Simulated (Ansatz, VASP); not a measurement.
Two plane-wave programs on Pb

```
Pb
1.0
     0.00000    2.41655    2.41655
     2.41655    0.00000    2.41655
     2.41655    2.41655    0.00000
Pb
1
Direct
  0.00000 0.00000 0.00000
```

Alike in both runs: task single point; functional PBEsol; k mesh 14 × 14 × 14; occupations gaussian, width 0.1 eV; no spin polarisation.

|  | VASP | Ansatz |
| --- | --- | --- |
| version | VASP 6.6.1 | Ansatz 0.2.0 |
| potentials or method | VASP PAW PBE potentials, release 64 (Pb_d) | scalar-relativistic, plane waves, PAW |
| plane-wave cutoff (eV) | 520 | 420 |
| valence electrons in the cell | 14 | 14 |

Ansatz gave:

```
gap on the k mesh at the Fermi level (eV) : none
pressure (GPa)                            : 3.5
```

Estimate VASP's values.

gap on the k mesh at the Fermi level (eV): none; pressure (GPa): 3.4.

A gap of «none» marks a metal or a gap that the smearing closes. The functional is the same, so the differences come from potentials, cutoffs and numerics.

Caveats: the PAW data sets were made with another functional, which shifts forces and pressure a little (VASP). Spin-orbit coupling is left out, which matters for the levels of Pb.
